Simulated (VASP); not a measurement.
# AlN (P6_3mc) in VASP: a series of runs

The runs below take AlN through relaxation of cell and atoms, with r2SCAN+rVV10.

Program: VASP 6.6.1. These are calculated values, not measurements. Logs are shortened: lines on timing, memory, paths and dates and some standing lists are left out, and cuts for length are marked.

## Step 1: Starting point

The structure is hexagonal, space group P6_3mc (No. 186). The conventional cell has a = 3.113 Å, b = 3.113 Å, c = 4.981 Å, α = 90.00°, β = 90.00°, γ = 120.00°. Al (site symmetry 3m) has 4 N at 1.89 Å as nearest neighbours. N (site symmetry 3m) has 4 Al at 1.89 Å as nearest neighbours.

## Step 2: Relaxation of cell and atoms, r2SCAN+rVV10

The input, INCAR:

```
PREC     = Accurate       # precision mode
ENCUT    = 520            # plane-wave cutoff, eV
EDIFF    = 1E-7           # SCF threshold, eV
ISMEAR   = 0              # smearing method
SIGMA    = 0.02           # smearing width, eV
LREAL    = False          # projectors in reciprocal space
LASPH    = True           # aspherical terms in the spheres
NELM     = 100            # most SCF steps
ALGO     = Normal         # electronic algorithm
ISIF     = 3              # what is computed and relaxed
LWAVE    = False          # write WAVECAR
LCHARG   = False          # write CHGCAR
METAGGA  = R2SCAN         # meta-GGA
LMIXTAU  = True         
LUSE_VDW = True         
IVDW_NL  = 2            
BPARAM   = 11.95        
CPARAM   = 0.0093       
IBRION   = 2              # ionic algorithm
NSW      = 80             # ionic steps
EDIFFG   = -0.002         # ionic threshold
```

The input, KPOINTS:

```
regular mesh
0
Gamma
  12 12 6
```

The input, POSCAR:

```
AlN
1.0
    3.1130000000      0.0000000000      0.0000000000
   -1.5565000000      2.6959370800      0.0000000000
    0.0000000000      0.0000000000      4.9810000000
Al N
2 2
Direct
    0.3333333300      0.6666666700      0.0000000000
    0.6666666700      0.3333333300      0.5000000000
    0.3333333300      0.6666666700      0.3800000000
    0.6666666700      0.3333333300      0.8800000000
```

Potentials or basis: VASP PAW PBE potentials, release 64 (Al, N).

On the command line:

```sh
cat potpaw_PBE.64/Al/POTCAR potpaw_PBE.64/N/POTCAR > POTCAR
mpirun -np 1 vasp_std > vasp.out
```

OUTCAR:

```text
PREC = Accurate
   ENCUT = 520
   EDIFF = 1E-7
   ISMEAR = 0
   LREAL = False
   LASPH = True
   NELM = 100
   ISIF = 3
   METAGGA = R2SCAN
   IVDW_NL = 2
   BPARAM = 11.95
   IBRION = 2
   NSW = 80
   EDIFFG = -0.002

 ion  position               nearest neighbor table
   1  0.333  0.667  0.000-   3 1.89   4 1.89   4 1.89   4 1.89   2 3.07   2 3.07   2 3.07   2 3.07
                             2 3.07   2 3.07
   2  0.667  0.333  0.500-   4 1.89   3 1.89   3 1.89   3 1.89   1 3.07   1 3.07   1 3.07   1 3.07
                             1 3.07   1 3.07
   3  0.333  0.667  0.380-   1 1.89   2 1.89   2 1.89   2 1.89
   4  0.667  0.333  0.880-   2 1.89   1 1.89   1 1.89   1 1.89

  LATTYP: Found a hexagonal cell.
 ALAT       =     3.1130000000
 C/A-ratio  =     1.6000642467

  Lattice vectors:

 A1 = (   3.1130000000,   0.0000000000,   0.0000000000)
 A2 = (  -1.5565000000,   2.6959370800,   0.0000000000)
 A3 = (   0.0000000000,   0.0000000000,   4.9810000000)

Analysis of symmetry for initial positions (statically):
=====================================================================
 Subroutine PRICEL returns:
 Original cell was already a primitive cell.

 Routine SETGRP: Setting up the symmetry group for a
 hexagonal supercell.

 Subroutine GETGRP returns: Found 12 space group operations
 (whereof  6 operations were pure point group operations)
 out of a pool of 24 trial point group operations.

The static configuration has the point symmetry C_3v.
 The point group associated with its full space group is C_6v.

Analysis of symmetry for dynamics (positions and initial velocities):
=====================================================================
 Subroutine PRICEL returns:
 Original cell was already a primitive cell.

 Routine SETGRP: Setting up the symmetry group for a
 hexagonal supercell.

 Subroutine GETGRP returns: Found 12 space group operations
 (whereof  6 operations were pure point group operations)
 out of a pool of 24 trial point group operations.

The dynamic configuration has the point symmetry C_3v.
 The point group associated with its full space group is C_6v.

 Subroutine INISYM returns: Found 12 space group operations
 (whereof  6 operations are pure point group operations),
 and found     1 'primitive' translations

----------------------------------------------------------------------------------------

                                     Primitive cell

  volume of cell :      41.8028

  direct lattice vectors                    reciprocal lattice vectors
     3.113000000  0.000000000  0.000000000     0.321233537  0.185464269  0.000000000
    -1.556500000  2.695937080  0.000000000     0.000000000  0.370928538  0.000000000
     0.000000000  0.000000000  4.981000000     0.000000000  0.000000000  0.200762899

  length of vectors
     3.113000000  3.112999998  4.981000000     0.370928538  0.370928538  0.200762899

  position of ions in fractional coordinates (direct lattice)
     0.333333330  0.666666670  0.000000000
     0.666666670  0.333333330  0.500000000
     0.333333330  0.666666670  0.380000000
     0.666666670  0.333333330  0.880000000

  ion indices of the primitive-cell ions
   primitive index   ion index
                 1           1
                 2           2
                 3           3
                 4           4

----------------------------------------------------------------------------------------

 KPOINTS: regular mesh

Automatic generation of k-mesh.
 Grid dimensions read from file:
 generate k-points for:   12   12    6

 Generating k-lattice:

  Cartesian coordinates                     Fractional coordinates (reciprocal lattice)
     0.026769461  0.015455356  0.000000000     0.083333333 -0.000000000  0.000000000
     0.000000000  0.030910712  0.000000000     0.000000000  0.083333333  0.000000000
     0.000000000  0.000000000  0.033460483     0.000000000  0.000000000  0.166666667

  Length of vectors
     0.030910711  0.030910712  0.033460483

  Shift w.r.t. Gamma in fractional coordinates (k-lattice)
     0.000000000  0.000000000  0.000000000

 Subroutine IBZKPT returns following result:
 ===========================================

 Found     76 irreducible k-points:

 Following reciprocal coordinates:
            Coordinates               Weight
  0.000000  0.000000  0.000000      1.000000
  0.083333  0.000000  0.000000      6.000000
  0.166667  0.000000  0.000000      6.000000
  0.250000  0.000000  0.000000      6.000000
  0.333333  0.000000  0.000000      6.000000
  0.416667  0.000000  0.000000      6.000000
[... 16 lines left out ...]
  0.250000  0.000000  0.166667     12.000000
  0.333333  0.000000  0.166667     12.000000
 [... further k-points ...]
   k-points           NKPTS =     76   k-points in BZ     NKDIM =     76   number of bands    NBANDS=     12
   number of dos      NEDOS =    301   number of ions     NIONS =      4
   total plane-waves  NPLWV =  23040
   dimension x,y,z NGX =    24 NGY =   24 NGZ =   40
   dimension x,y,z NGXF=    48 NGYF=   48 NGZF=   80
   ions per type =               2   2
   NGX,Y,Z   is equivalent  to a cutoff of  12.82, 12.82, 13.35 a.u.
   NGXF,Y,Z  is equivalent  to a cutoff of  25.63, 25.63, 26.70 a.u.
 SYSTEM =  unknown system
   PREC   = accura    normal or accurate (medium, high low for compatibility)
   ISTART =      0    job   : 0-new  1-cont  2-samecut
   ICHARG =      2    charge: 1-file 2-atom 10-const
   ISPIN  =      1    spin polarized calculation?
   LNONCOLLINEAR =      F non collinear calculations
   LSORBIT =      F    spin-orbit coupling
   LASPH  =      T    aspherical Exc in radial PAW
   ENCUT  =  520.0 eV  38.22 Ry    6.18 a.u.   5.79  5.79  9.26*2*pi/ulx,y,z
   NELM   =    100;   NELMIN=  2; NELMDL= -5     # of ELM steps
   EDIFF  = 0.1E-06   stopping-criterion for ELM
   LREAL  =      F    real-space projection
   EDIFFG = -.2E-02   stopping-criterion for IOM
   NSW    =     80    number of steps for IOM
   IBRION =      2    ionic relax: 0-MD 1-quasi-New 2-CG
   NFREE  =      1    steps in history (QN), initial steepest desc. (CG)
   ISIF   =      3    stress and relaxation
   ISYM   =      2    0-nonsym 1-usesym 2-fastsym
   POTIM  = 0.5000    time-step for ionic-motion
   TEBEG  =    0.0;   TEEND  =   0.0 temperature during run
   PSTRESS=    0.0 pullay stress
   NELECT =      16.0000    total number of electrons
   NUPDOWN=      -1.0000    fix difference up-down
   EMIN   =  10.00;   EMAX   =-10.00  energy-range for DOS
   EFERMI =   0.00;   METHOD = LEGACY
   ISMEAR =     0;   SIGMA  =   0.02  broadening in eV -4-tet -1-fermi 0-gaus
   EFERMI_NEDOS =   21; number of points for ismear=-14 and -15
   IALGO  =     38    algorithm
   IMIX   =      4    mixing-type and parameters
     AMIX     =   0.40;   BMIX     =  1.00
     AMIX_MAG =   1.60;   BMIX_MAG =  1.00
  volume/ion in A,a.u.               =      10.45        70.52
  Fermi-wavevector in a.u.,A,eV,Ry     =   1.188629  2.246183 19.222843  1.412839
  Thomas-Fermi vector in A             =   2.324754
   LORBIT       =      0    0 simple, 1 ext, 2 COOP (PROOUT), +10 PAW based schemes
   METAGGA = R2SCAN    functional components
   LHFCALC =     F    Hartree Fock is set to
   AEXX    =    0.0000 exact exchange contribution
   IVDW_NL    =     2    kernel type
   BPARAM     =11.9500
   IVDW    =     0    specifies the selected vdW correction
   LEPSILON=     F    determine dielectric tensor
   LRPA    =     F    only Hartree local field effects (RPA)
 conjugate gradient relaxation of ions
 non-spin polarized calculation
 Gauss-broadening in eV      SIGMA  =   0.02
  energy-cutoff  :      520.00
  volume of cell :       41.80
 maximum number of plane-waves:      1152
 NGX is ok and might be reduce to    24
   NGX = 11   NGY = 11   NGZ = 19

--------------------------------------- Ionic step        1  -------------------------------------------

 number of electron      15.9999997 magnetization

 Free energy of the ion-electron system (eV)
  ---------------------------------------------------
  ext. energy  EPLUGINS =         0.00000000
  ---------------------------------------------------
  free energy    TOTEN  =       -38.08007284 eV

  energy without entropy =      -38.08007284  energy(sigma->0) =      -38.08007284

------------------------ aborting loop because EDIFF is reached ----------------------------------------

  FORCE on cell =-STRESS in cart. coord.  units (eV):
  Direction    XX          YY          ZZ          XY          YZ          ZX
  --------------------------------------------------------------------------------------
  -------------------------------------------------------------------------------------
  Total       -0.6797130     -0.6797130     -0.1991670      0.0000000      0.0000000     -0.0000000
  in kB      -26.0513825    -26.0513825     -7.6334806      0.0000000      0.0000000     -0.0000000
  external PRESSURE =     -19.9120819 kB  Pullay stress =       0.0000000 kB
[... 289 lines left out ...]
  energy  without entropy=      -38.0837443098  energy(sigma->0) =      -38.08374431

--------------------------------------- Ionic step        9  -------------------------------------------

 number of electron      15.9999996 magnetization

 Free energy of the ion-electron system (eV)
  ---------------------------------------------------
  ext. energy  EPLUGINS =         0.00000000
  ---------------------------------------------------
  free energy    TOTEN  =       -38.08374500 eV

  energy without entropy =      -38.08374500  energy(sigma->0) =      -38.08374500

 E-fermi :   6.0459     XC(G=0): -11.4772

 val. band max:        5.9607199722   @ k =   0.0000   0.0000   0.0000
 cond. band min:      10.8809910465   @ k =   0.0000   0.0000   0.0000
 fundamental gap:      4.9202710742
 Fermi energy:         6.0458752361

 k-point     1 :       0.0000    0.0000    0.0000
  band No.  band energies     occupation
      1     -10.0606      2.00000
      2      -7.9159      2.00000
      3      -0.1516      2.00000
      4       5.0678      2.00000
      5       5.0678      2.00000
      6       5.7313      2.00000
      7       5.7313      2.00000
      8       5.9607      2.00000
      9      10.8810      0.00000
     10      13.5072      0.00000
     11      17.5808      0.00000
     12      18.0071      0.00000
[... 331 lines left out ...]
 k-point    24 :       0.3333    0.0000    0.1667
  band No.  band energies     occupation
      1      -8.7265      2.00000
      2      -7.5063      2.00000
      3       0.9607      2.00000
      4       1.9461      2.00000
      5       2.5610      2.00000
      6       4.1345      2.00000
      7       5.1522      2.00000
      8       5.2821      2.00000
      9      12.5116      0.00000
     10      13.3403      0.00000
     11      15.3297      0.00000
     12      17.1041      0.00000

 [... further k-points ...]

------------------------ aborting loop because EDIFF is reached ----------------------------------------

  FORCE on cell =-STRESS in cart. coord.  units (eV):
  Direction    XX          YY          ZZ          XY          YZ          ZX
  --------------------------------------------------------------------------------------
  -------------------------------------------------------------------------------------
  Total       -0.0008758     -0.0008758     -0.0077425      0.0000000      0.0000000     -0.0000000
  in kB       -0.0338862     -0.0338862     -0.2995637      0.0000000      0.0000000     -0.0000000
  external PRESSURE =      -0.1224454 kB  Pullay stress =       0.0000000 kB
[... 19 lines left out ...]
  FREE ENERGIE OF THE ION-ELECTRON SYSTEM (eV)
  ---------------------------------------------------
  free  energy   TOTEN  =       -38.0837449981 eV

  energy  without entropy=      -38.0837449981  energy(sigma->0) =      -38.08374500

 reached required accuracy - stopping structural energy minimisation
```

It took 8.1 min on 1 thread of Intel Xeon 6975P-C (Granite Rapids), shared host; peak memory 0.29 GiB.

Results:

```
Free energy                            : -38.0837 eV
Relaxed volume                         : 10.35 Å³/atom
Relaxed cell                           : a = 3.102 Å, b = 3.102 Å, c = 4.969 Å, α = 90.00°, β = 90.00°, γ = 120.00°
Space group after relaxing (to 0.05 Å) : P6_3mc (No. 186)
Energy gained by relaxing              : 0.9 meV/atom
Ionic steps                            : 9
Pressure after relaxing                : 0.0 GPa
Band gap on the k mesh                 : 4.92 eV, direct
```

The path:
```tsv
step	energy change (eV)	largest force (eV/Å)	pressure (GPa)	volume (Å³)
1	0.0000	0.1257	-1.99	41.80
2	0.0004	0.1008	2.11	41.02
3	-0.0036	0.0169	-0.05	41.42
4	-0.0036	0.0143	0.00	41.41
5	-0.0037	0.0084	0.01	41.41
6	-0.0037	0.0022	0.03	41.40
7	-0.0037	0.0038	0.03	41.40
8	-0.0037	0.0039	-0.03	41.41
9	-0.0037	0.0017	-0.01	41.41
```

Final structure:
```yaml
crystal:
  lattice:
    - [3.10191, 0.00000, 0.00000]
    - [-1.55095, 2.68633, 0.00000]
    - [0.00000, 0.00000, 4.96949]
  atoms:
    - { symbol: Al, position: [0.33333, 0.66667, 0.99912] }
    - { symbol: Al, position: [0.66667, 0.33333, 0.49912] }
    - { symbol: N, position: [0.33333, 0.66667, 0.38088] }
    - { symbol: N, position: [0.66667, 0.33333, 0.88088] }
```

Caveat: the PAW data sets were made with another functional, which shifts forces and pressure a little. r2SCAN opens gaps a little over a GGA but as a rule still falls short of measured ones.

## Step 3: Relaxation of cell and atoms, r2SCAN+rVV10

This run uses another cell than the first one, of 10.35 Å³/atom, 0.991 times its volume.

INCAR is that of step 2.

KPOINTS is that of step 2.

The input, POSCAR:

```
AlN                                     
1.0
    3.1019073095     -0.0000000000      0.0000000000
   -1.5509536547      2.6863305282      0.0000000000
   -0.0000000000     -0.0000000000      4.9694894258
  Al              N             
     2     2
Direct
     0.3333333300000021    0.6666666699999979    0.9991248139878801
     0.6666666699999979    0.3333333300000021    0.4991248139878802
     0.3333333300000021    0.6666666699999979    0.3808751860121223
     0.6666666699999979    0.3333333300000021    0.8808751860121224
```

Potentials or basis: VASP PAW PBE potentials, release 64 (Al, N).

On the command line:

```sh
cat potpaw_PBE.64/Al/POTCAR potpaw_PBE.64/N/POTCAR > POTCAR
mpirun -np 1 vasp_std > vasp.out
```

Run time: 3.2 min. Hardware: 1 thread of Intel Xeon 6975P-C (Granite Rapids), shared host; peak memory 0.29 GiB.

Results (log left out):

* Free energy: -38.0834 eV
* Relaxed volume: 10.35 Å³/atom
* Relaxed cell: a = 3.102 Å, b = 3.102 Å, c = 4.969 Å, α = 90.00°, β = 90.00°, γ = 120.00°
* Space group after relaxing (to 0.05 Å): P6_3mc (No. 186)
* Energy gained by relaxing: 0.0 meV/atom
* Ionic steps: 3
* Pressure after relaxing: 0.0 GPa
* Band gap on the k mesh: 4.92 eV, direct

Final structure:
```
CELL_PARAMETERS angstrom
3.10181 0.00000 0.00000
-1.55090 2.68625 0.00000
0.00000 0.00000 4.96915
ATOMIC_POSITIONS crystal
Al 0.33333 0.66667 0.99913
Al 0.66667 0.33333 0.49913
N 0.33333 0.66667 0.38087
N 0.66667 0.33333 0.88087
```

Levels at points of the mesh, in eV from the valence-band top:
```
           k point  band 4  band 5  band 6  band 7  band 8  band 9  band 10  band 11  band 12
(0.00, 0.00, 0.00)   -0.89   -0.89   -0.23   -0.23    0.00    4.92     7.55    11.62    12.05
(0.50, 0.00, 0.00)   -4.25   -3.41   -2.15   -1.79   -0.71    6.42     6.53     9.06    11.26
(0.00, 0.00, 0.50)   -3.40   -0.57   -0.57   -0.57   -0.57    7.26     7.26    11.33    11.33
(0.50, 0.00, 0.50)   -5.70   -1.51   -1.51   -1.40   -1.40    5.97     5.97    10.15    10.15
```

Caveat: the PAW data sets were made with another functional, which shifts forces and pressure a little.
